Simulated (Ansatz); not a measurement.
Runs of Ansatz 0.2.0 on I. Symmetry: C2/m, No. 12, monoclinic system. Conventional cell: a = 5.077 Å, b = 7.413 Å, c = 2.880 Å, α = 90.00°, β = 124.24°, γ = 90.00°. I (site symmetry 2/m) is surrounded by 2 I at 2.88 Å. 

```tsv
task	level	potentials or basis	spin	cell	k mesh	cutoff (eV)	smearing	driver	other keys	mesh quality	gap on the mesh (eV)	pressure (GPa)	moment (μB)
electron localisation function	BLYP	PseudoDojo standard (PBE files)	collinear, ferromagnetic start	cell strained at random at fixed volume	6 × 6 × 8	952	tetrahedron	-	-	not flagged	none	3.6	0.00
projected density of states	LDA	Ansatz PAW	SOC, no magnetisation	volume scaled by 1.04	7 × 7 × 11	420	tetrahedron	chain	crystal.symmetry = detect False	not flagged	none	-1.3	-
projected density of states	RPBE+D3(BJ)+ATM	Ansatz PAW small core	non-collinear, ferromagnetic start	volume scaled by 1.15	7 × 7 × 11	420	fermi-dirac 0.01 eV	chain	-	not flagged	none	(a)	0.00
density of states	PBEsol	as the typed override names	non-collinear, program default start, SOC	as given	4 × 4 × 6	420	tetrahedron	chain	hamiltonian.xc = pbesol; hamiltonian.pseudopotentials = kind paw_fr; …	coarse	none	0.0	0.00
electron localisation function	BLYP	PseudoDojo standard	collinear, ferromagnetic start	cell strained at random at fixed volume	6 × 6 × 8	952	tetrahedron	chain	-	not flagged	none	3.6	0.00
```

Fill in the values left out.

(a) -4.0.

Caveats: some runs use coarse meshes; with tetrahedron occupations forces and stress needn't match the slope of the energy (some runs); the potentials were made for another functional, which shifts forces and pressure (some runs); the starting moments weren't kept (some runs); pairwise dispersion overbinds metals, which lowers pressure and volume (some runs).

A k mesh can miss the band edges, and rows without SOC leave out spin-orbit coupling on I.

A gap of «none» marks a metal or a gap under the smearing width.

The runs don't all hold the same shells in valence.
